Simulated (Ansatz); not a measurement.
Input of an Ansatz 0.2.0 run:

The input input.yaml:

```yaml
crystal:
  lattice:
    - [1.990968, -2.15355, 0.0]
    - [1.990968, 2.15355, 0.0]
    - [0.0, 0.0, 5.155928]
  atoms:
    - { symbol: Cu, position: [0.5, 0.0, 0.0] }
    - { symbol: Cu, position: [0.0, 0.5, 0.5] }
    - { symbol: O, position: [0.5, 0.5, 0.25] }
    - { symbol: O, position: [0.5, 0.5, 0.75] }
hamiltonian:
  xc: pbesol
  pseudopotentials: { kind: paw }
  hubbard: { sites: [{ species: Cu, l: d, u_eff: 8.0 }] }
kpoints:
  mp_grid: { grid: [9, 9, 5] }
scf:
  occupations: { method: fermi_dirac, width: 0.05 }
output:
  forces: true
  stress: true
  eigenvalues: true
relax:
  f_tol: 0.01
  max_steps: 40
  cell: { stress_tol: 0.05 }
```

Potentials or basis: Ansatz PAW.

Command:

```console
$ ansatz run input.yaml --threads 2 --pin off --max-ram 5632MiB --backend cpu --events-out ev --progress --plain --runs-dir out
```

Task: Predict the space group after relaxing (to 0.05 Å).

Result: Cccm (No. 66).

Task: What does it give for the relaxed cell?

Result: a = 2.927 Å, b = 2.927 Å, c = 5.133 Å, α = 90.00°, β = 90.00°, γ = 91.09°.

Task: Estimate the band gap on the k mesh.

Result: None (metal or under the smearing width).

The path:
| step | energy change (eV) | largest force (eV/Å) | volume (Å³) |
| --- | --- | --- | --- |
| 1 | 0.0000 | 0.0000 | 44.21 |
| 2 | -0.0018 | 0.0000 | 44.07 |
| 3 | -0.0033 | 0.0000 | 43.88 |
| 4 | -0.0034 | 0.0000 | 43.91 |
| 5 | -0.0034 | 0.0000 | 43.94 |
| 6 | -0.0034 | 0.0000 | 43.94 |
| 7 | -0.0026 | 0.0000 | 43.94 |
| 8 | -0.0029 | 0.0000 | 43.96 |
| 9 | -0.0032 | 0.0000 | 43.96 |
| 10 | -0.0032 | 0.0000 | 43.97 |
| 11 | -0.0033 | 0.0000 | 43.97 |

Caveat: the plane-wave basis is chosen anew once the cell has moved, so the energies of steps on either side of that aren't comparable; the run has no spin polarisation, though such a crystal can be magnetic; U without spin polarisation on a metal has little footing; the PAW data sets come from PBE, with cores solved anew for the run's functional, which leaves a small shift of forces and pressure.
